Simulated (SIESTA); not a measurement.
Ta:

```xyz
1
Lattice="-1.6513 1.6513 1.6513 1.6513 -1.6513 1.6513 1.6513 1.6513 -1.6513" Properties=species:S:1:pos:R:3 pbc="T T T"
Ta    0.0000    0.0000    0.0000
```

```yaml
Program: SIESTA 5.4.2
Task: relaxation of cell and atoms
Functional: PBEGcGxHEG
Potentials_or_basis: PseudoDojo 0.4 standard (PBE files)
Basis: DZ (energy shift 0.01 Ry)
Grid_cutoff: 800 Ry
Energy_shift: 0.01 Ry
k_mesh: 8 × 8 × 8
Occupations: fermi-dirac, width 0.05 eV
Spin: no spin polarisation
```

At the start: pressure -13.9 GPa; volume 18.01 Å³/atom.

Q: How do energy, volume and symmetry change on relaxing?

A: Over 6 steps the energy falls by 44.1 meV/atom and the volume is 17.05 Å³/atom (-5.3 %); space group Im-3m (No. 229, to 0.05 Å).

Step by step:
```tsv
step	energy change (eV)	largest force (eV/Å)	pressure (GPa)	volume (Å³)
1	0.0000	0.0000	-13.93	18.01
2	-0.0059	0.0000	-13.06	17.94
3	-0.0439	0.0000	1.03	16.98
4	-0.0441	0.0000	-0.35	17.07
5	-0.0441	0.0000	0.12	17.04
6	-0.0441	0.0000	-0.04	17.05
```

Final structure:
```
CELL_PARAMETERS angstrom
-1.62133 1.62133 1.62133
1.62133 -1.62133 1.62133
1.62133 1.62133 -1.62133
ATOMIC_POSITIONS crystal
Ta 0.00000 0.00000 0.00000
```

Caveat: the basis has no polarisation orbitals; semicore shells carry a single zeta, which can move pressures by several GPa and volumes by a few percent; the potentials were made for another functional, which shifts forces and pressure; the basis of atomic orbitals isn't converged, which shifts pressures, moduli and gaps.
